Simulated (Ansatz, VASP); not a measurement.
# One calculation of InSe, two programs

The input INCAR:

```
SYSTEM = InSe
PREC     = Accurate       ! precision mode
ENCUT    = 520            ! plane-wave cutoff, eV
EDIFF    = 1E-7           ! SCF threshold, eV
ISMEAR   = -1             ! smearing method
SIGMA    = 0.05           ! smearing width, eV
LREAL    = .FALSE.        ! projectors in reciprocal space
LASPH    = .TRUE.         ! aspherical terms in the spheres
NELM     = 100            ! most SCF steps
ALGO     = Normal         ! electronic algorithm
ISIF     = 2              ! what is computed and relaxed
LWAVE    = .FALSE.        ! write WAVECAR
LCHARG   = .FALSE.        ! write CHGCAR
GGA      = PE             ! functional
IBRION   = 2              ! ionic algorithm
NSW      = 60             ! ionic steps
EDIFFG   = -0.01          ! ionic threshold
```

KPOINTS

```
Automatic mesh
0
G
  5 5 5
  0 0 0
```

Contents of POSCAR:

```
InSe
1.0
    5.8263928781     -2.0546489550      0.0000000000
    5.8263928781      2.0546489550      0.0000000000
   -1.7232330140      0.0000000000      4.8667748149
In Se
2 2
Direct
    0.8882032500      0.8882032500      0.0468413600
    0.1117967500      0.1117967500      0.9531586400
    0.6609275900      0.6609275900      0.6689556200
    0.3390724100      0.3390724100      0.3310443800
```

The input input.yaml:

```yaml
crystal:
  lattice:
    - [5.8263928781, -2.054648955, 0.0]
    - [5.8263928781, 2.054648955, 0.0]
    - [-1.723233014, 0.0, 4.8667748149]
  atoms:
    - { symbol: In, position: [0.88820325, 0.88820325, 0.04684136] }
    - { symbol: In, position: [0.11179675, 0.11179675, 0.95315864] }
    - { symbol: Se, position: [0.66092759, 0.66092759, 0.66895562] }
    - { symbol: Se, position: [0.33907241, 0.33907241, 0.33104438] }
hamiltonian:
  xc: pbe
  pseudopotentials: { kind: paw }
kpoints:
  mp_grid: { grid: [5, 5, 5] }
scf:
  occupations: { method: fermi_dirac, width: 0.05 }
output:
  forces: true
  stress: true
  eigenvalues: true
  write_density: true
  write_potential: true
  elf: true
  volumetric_format: npy
relax:
  f_tol: 0.01
  max_steps: 40
```

Change from the starting cell: strain = 0.02.

Alike in both runs: task relaxation of the atoms; functional PBE; k mesh 5 × 5 × 5; occupations fermi-dirac, width 0.05 eV; no spin polarisation.

```csv
,VASP,Ansatz
version,VASP 6.6.1,Ansatz 0.2.0
potentials or method,"VASP PAW PBE potentials, release 64 (In_d, Se)",Ansatz PAW
plane-wave cutoff (eV),520,420
valence electrons in the cell,38,58
```

Ansatz gave:

```
gap on the k mesh at the Fermi level, each at its own relaxed structure (eV) : 1.17
```

Q: Estimate VASP's values.

A: gap on the k mesh at the Fermi level, each at its own relaxed structure (eV): 1.15.

The two sets of potentials don't hold the same shells in valence.

Caveats: spin-orbit coupling is left out, which moves the levels of the heavy elements; an odd mesh through Γ misses points on the zone boundary, where band edges often lie (VASP); odd divisions of the mesh miss points on the zone boundary, where band edges often lie, so the gap on the mesh can be too wide (Ansatz).
